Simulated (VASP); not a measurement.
Here is a VASP 6.6.1 calculation.

File INCAR:

```
PREC     = Accurate       # precision mode
ENCUT    = 600            # plane-wave cutoff, eV
EDIFF    = 1E-7           # SCF threshold, eV
ISMEAR   = 0              # smearing method
SIGMA    = 0.03           # smearing width, eV
LREAL    = False          # projectors in reciprocal space
LASPH    = True           # aspherical terms in the spheres
NELM     = 80             # most SCF steps
ALGO     = Normal         # electronic algorithm
ISIF     = 3              # what is computed and relaxed
LWAVE    = False          # write WAVECAR
LCHARG   = False          # write CHGCAR
GGA      = PE             # functional
IBRION   = 2              # ionic algorithm
NSW      = 90             # ionic steps
EDIFFG   = -0.005         # ionic threshold
PSTRESS  = 137.0        
KPAR     = 2
```

KPOINTS

```
regular mesh
0
Gamma
  12 12 3
```

POSCAR

```
MoS2                                    
1.0
    3.0819933824     -0.0000000000      0.0000000000
   -1.5409966912      2.6690845635      0.0000000000
   -0.0000000000     -0.0000000000     11.3573925881
  Mo              S             
     2     4
Direct
     0.3333333332999970    0.6666666667000030    0.2500000000000000
     0.6666666667000030    0.3333333332999970    0.7500000000000000
     0.3333333332999970    0.6666666667000030    0.6117294524738722
     0.6666666667000030    0.3333333332999970    0.1117294524738722
     0.3333333332999970    0.6666666667000030    0.8882705475261278
     0.6666666667000030    0.3333333332999970    0.3882705475261279
```

Potentials or basis: VASP PAW PBE potentials, release 64 (Mo_sv, S).

Run with:

```console
$ cat potpaw_PBE.64/Mo_sv/POTCAR potpaw_PBE.64/S/POTCAR > POTCAR
$ mpirun -np 2 vasp_std > vasp.out
```

**Question.** What does it give for the band gap on the k mesh?

**Answer.** 0.37 eV, indirect (least direct gap 1.77 eV).

Final structure:
```
CELL_PARAMETERS angstrom
3.08199 0.00000 0.00000
-1.54100 2.66908 0.00000
0.00000 0.00000 11.35739
ATOMIC_POSITIONS crystal
Mo 0.33333 0.66667 0.25000
Mo 0.66667 0.33333 0.75000
S 0.33333 0.66667 0.61173
S 0.66667 0.33333 0.11173
S 0.33333 0.66667 0.88827
S 0.66667 0.33333 0.38827
```

Caveat: the relaxation stopped at its first step, so nothing moved; the cell is relaxed towards a set pressure, so the enthalpy falls and the energy may rise; an odd mesh through Γ misses points on the zone boundary, where band edges often lie.
